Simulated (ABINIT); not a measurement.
A run of ABINIT 10.8.3 (patched build) is set up as follows.

Contents of run.abi:

```
# Pseudopotentials
pp_dirpath "./"
pseudos "Pt.upf, Te.upf"

# Structure
acell 13.3094739665 13.3094739665 13.3094739665
rprim
     0.2813497578     0.1624373584     0.9457570610
    -0.2813497578     0.1624373584     0.9457570610
     0.0000000000    -0.3248747168     0.9457570610
ntypat 2
znucl 78 52
natom 4
typat 1 1 2 2
xred
     0.1296666667     0.1296666667     0.1296666667
     0.8703333333     0.8703333333     0.8703333333
     0.4020000000     0.4020000000     0.4020000000
     0.5980000000     0.5980000000     0.5980000000

# Plane-wave basis
ecut 39.0

# k points
kptopt 1
ngkpt 6 6 6
nshiftk 1
shiftk 0.0 0.0 0.0

# Exchange and correlation
ixc 7

# Bands and occupations
nband 51
occopt 3
tsmear 0.00183747

# SCF cycle
nstep 100
tolvrs 1.0e-10

# Output
iomode 3
prtwf 0
prteig 0
prtebands 0
enunit 1
prtden 1
prtvha 1
prtvclmb 1
prtpot 1
prtelf 1
```

Potentials or basis: PseudoDojo NC SR LDA v0.4 stringent.

Launch:

```console
$ mpirun --bind-to none -np 4 abinit run.abi > log 2>&1
```

Problem. Predict the largest force.

Solution. 0.295 eV/Å.

Problem. Predict the band gap on the k mesh.

Solution. None (metal or under the smearing width).

Problem. What does it give for the pressure?

Solution. -15.0 GPa.

Stress tensor (GPa, compression positive):
```
-15.10   0.00   0.00
  0.00 -15.10   0.00
  0.00   0.00 -14.77
```

Spin-orbit coupling is left out, which matters for the levels of Pt, Te.
